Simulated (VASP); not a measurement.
Set up this calculation in VASP 6.6.1, as the native input.

```yaml
Task: relaxation of shape and atoms at fixed volume
Functional: PBEsol
Potentials_or_basis: VASP PAW PBE potentials, release 64 (Ti_sv, Te)
Cutoff: 600 eV
k_mesh: 12 × 12 × 6
Occupations: methfessel-paxton, width 0.1 eV
Spin: no spin polarisation
Further_INCAR_settings: ALGO = Normal; EDIFF = 1e-07; IBRION = 2; EDIFFG = -0.01; NSW = 40; ISIF = 4
```

The structure of TiTe2 lies in POSCAR:

```
TiTe2                                   
1.0
    3.6471932533      0.0000000000     -0.0000000000
   -1.8235966267      3.1585620098     -0.0000000000
    0.0000000000      0.0000000000      6.3485549723
  Ti              Te            
     1     2
Direct
     0.0000000000000000    1.0000000000000000    0.0000000000000000
     0.6666666667000030    0.3333333332999970    0.2677859823736157
     0.3333333332999970    0.6666666667000030    0.7322140176263843
```

The cell isn't the ideal one: a relaxed cell with its volume scaled by 0.96.

One way to write it, as run:

INCAR

```
SYSTEM = TiTe2
  PREC = Accurate
  ENCUT = 600
  EDIFF = 1E-7
  ISMEAR = 1
  SIGMA = 0.1
  LREAL = .FALSE.
  LASPH = .TRUE.
  NELM = 80
  ALGO = Normal
  ISIF = 4
  LWAVE = .FALSE.
  LCHARG = .FALSE.
  GGA = PS
  IBRION = 2
  NSW = 40
  EDIFFG = -0.01
```

KPOINTS

```
regular mesh
0
G
  12 12 6
  0 0 0
```

Potentials or basis: VASP PAW PBE potentials, release 64 (Ti_sv, Te).

Run with:

```bash
$ cat potpaw_PBE.64/Ti_sv/POTCAR potpaw_PBE.64/Te/POTCAR > POTCAR
$ mpirun -np 1 vasp_std > vasp.out
```

Results of the run:

```json
{
 "Energy gained by relaxing": "4.4 meV/atom",
 "Ionic steps": "5",
 "Pressure after relaxing": "1.8 GPa",
 "Largest force after relaxing": "0.004 eV/Å",
 "Band gap on the k mesh": "none (metal or under the smearing width)"
}
```

Caveat: the PAW data sets were made with another functional, which shifts forces and pressure a little; this functional lacks dispersion, which binds the layers, so the pressure and a relaxed spacing across them are unreliable.

Wall time 8.1 min on 1 thread of Intel(R) Xeon(R) Platinum 8488C (Sapphire Rapids), with other jobs on the host, peak memory 0.32 GiB.
